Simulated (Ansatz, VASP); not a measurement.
# One calculation of Mg5Te, two programs

Contents of INCAR:

```
SYSTEM = Mg5Te
PREC = Accurate ; ENCUT = 520
EDIFF = 1E-7 ; ISMEAR = -1
SIGMA = 0.05 ; LREAL = .False.
LASPH = .True. ; NELM = 80
ALGO = Normal ; ISIF = 2
LWAVE = .False. ; LCHARG = .True.
GGA = PE ; LELF = .True.
LVHAR = .True. ; NBANDS = 17
```

KPOINTS

```
regular mesh
0
Gamma
  6 6 6
  0 0 0
```

Contents of POSCAR:

```
Mg5Te
1.0
    2.7888620199      1.6101502379      5.2849918958
   -2.7888620199      1.6101502379      5.2849918958
    0.0000000000     -3.2203004759      5.2849918958
Te Mg
1 5
Direct
    0.5049780000      0.4942860000      0.5029450000
    0.8204590000      0.8375660000      0.8264600000
    0.1639510000      0.1843500000      0.1607940000
    0.0156900000      0.6579130000      0.3400990000
    0.3337540000      0.0010440000      0.6686270000
    0.6642010000      0.3254520000      0.0079190000
```

File input.yaml:

```yaml
crystal:
  lattice:
    - [2.7888620199, 1.6101502379, 5.2849918958]
    - [-2.7888620199, 1.6101502379, 5.2849918958]
    - [0.0, -3.2203004759, 5.2849918958]
  atoms:
    - { symbol: Te, position: [0.504978, 0.494286, 0.502945] }
    - { symbol: Mg, position: [0.820459, 0.837566, 0.82646] }
    - { symbol: Mg, position: [0.163951, 0.18435, 0.160794] }
    - { symbol: Mg, position: [0.01569, 0.657913, 0.340099] }
    - { symbol: Mg, position: [0.333754, 0.001044, 0.668627] }
    - { symbol: Mg, position: [0.664201, 0.325452, 0.007919] }
hamiltonian:
  xc: pbe
  pseudopotentials: { kind: paw }
kpoints:
  mp_grid: { grid: [6, 6, 6] }
scf:
  occupations: { method: fermi_dirac, width: 0.05 }
output:
  forces: true
  stress: true
  eigenvalues: true
```

Change from the starting cell: atoms moved at random, drawn with an rms of 0.05 Å.

Alike in both runs: task single point; functional PBE; k mesh 6 × 6 × 6; occupations fermi-dirac, width 0.05 eV; no spin polarisation.

|  | VASP | Ansatz |
| --- | --- | --- |
| version | VASP 6.6.1 | Ansatz 0.2.0 |
| potentials or method | VASP PAW PBE potentials, release 64 (Te, Mg) | Ansatz PAW |
| plane-wave cutoff (eV) | 520 | 420 |
| valence electrons in the cell | 16 | 66 |

Ansatz gave:

| Quantity | Value |
| --- | --- |
| gap on the k mesh at the Fermi level (eV) | none |
| pressure (GPa) | 0.2 |
| largest component of the traceless stress (GPa) | 0.18 |
| rms of the force components (eV/Å) | 0.081 |

Problem. Which values does VASP return?

Solution. gap on the k mesh at the Fermi level (eV): none; pressure (GPa): 0.1; largest component of the traceless stress (GPa): 0.18; rms of the force components (eV/Å): 0.080.

Atom by atom the forces differ by 0.000 eV/Å (rms over components). A gap of «none» marks a metal or a gap that the smearing closes. The two sets of potentials don't hold the same shells in valence.

Spin-orbit coupling is left out, which matters for the levels of Te.
